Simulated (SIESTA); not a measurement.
V:

```xyz
2
Lattice="2.6043 0.0000 0.0000 -1.3021 2.2554 0.0000 0.0000 0.0000 4.7233" Properties=species:S:1:pos:R:3 pbc="T T T"
V     0.0000    1.5036    1.1808
V     1.3021    0.7518    3.5425
```

This isn't the form of V at room conditions, which is bcc.

* Program: SIESTA 5.4.2
* Task: single point
* Functional: PBEsol
* Potentials or basis: PseudoDojo 0.4 standard (PBEsol files)
* Basis: DZP (energy shift 0.003 Ry; two zetas on semicore shells)
* Grid cutoff: 800 Ry
* Energy shift: 0.003 Ry
* k mesh: 12 × 12 × 6
* Occupations: fermi-dirac, width 0.05 eV
* Spin: collinear spin, ferromagnetic start
* Starting moments: [2.0, 2.0] μB

On this cell: pressure -6.1 GPa; largest force under 0.003 eV/Å; net moment 0.00 μB per cell; band gap on the k mesh none (metal or under the smearing width).

The same run follows on a disturbed copy (atoms moved at random, drawn with an rms of 0.05 Å):

```
V
1.0
     2.60429    0.00000    0.00000
    -1.30215    2.25538    0.00000
     0.00000    0.00000    4.72334
V
2
Direct
  0.33739 0.66806 0.24828
  0.66409 0.33528 0.74232
```

Q: What changes?

A: The energy (extrapolated to zero smearing) moves by +1.9 meV/atom; pressure -6.0 GPa; largest force 0.278 eV/Å; net moment 0.00 μB per cell; band gap on the k mesh none (metal or under the smearing width).

Forces on the atoms (eV/Å):
```
V    0.015  0.000 -0.277
V   -0.015 -0.001  0.277
```

Stress tensor (GPa, compression positive):
```
-5.29 -0.40 -0.05
-0.40 -5.34  0.01
-0.05  0.01 -7.48
```

Caveats: the basis of atomic orbitals isn't converged, which shifts pressures, moduli and gaps.
